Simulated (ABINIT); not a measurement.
Au:

```xyz
1
Lattice="0.0000 2.0350 2.0350 2.0350 0.0000 2.0350 2.0350 2.0350 0.0000" Properties=species:S:1:pos:R:3 pbc="T T T"
Au    0.0000    0.0000    0.0000
```

Base run:

| Item | Value |
| --- | --- |
| Program | ABINIT 10.8.3 (patched build) |
| Functional | PBE |
| Potentials or basis | JTH PAW PBE v2.0 |
| Cutoff | 544 eV |
| k mesh | 11 × 11 × 11 |
| Occupations | fermi-dirac, width 0.05 eV |
| Spin | no spin polarisation |

Its results: band gap on the k mesh none (metal or under the smearing width); pressure 10.9 GPa.

Q: The run is repeated on the same cell with these changes: spin from no spin polarisation to spin-orbit coupling, no magnetisation. What comes out?

A: Band gap on the k mesh none (metal or under the smearing width); pressure 9.4 GPa.

Caveats: spin-orbit coupling is left out, which moves the levels of the heavy elements (some runs).
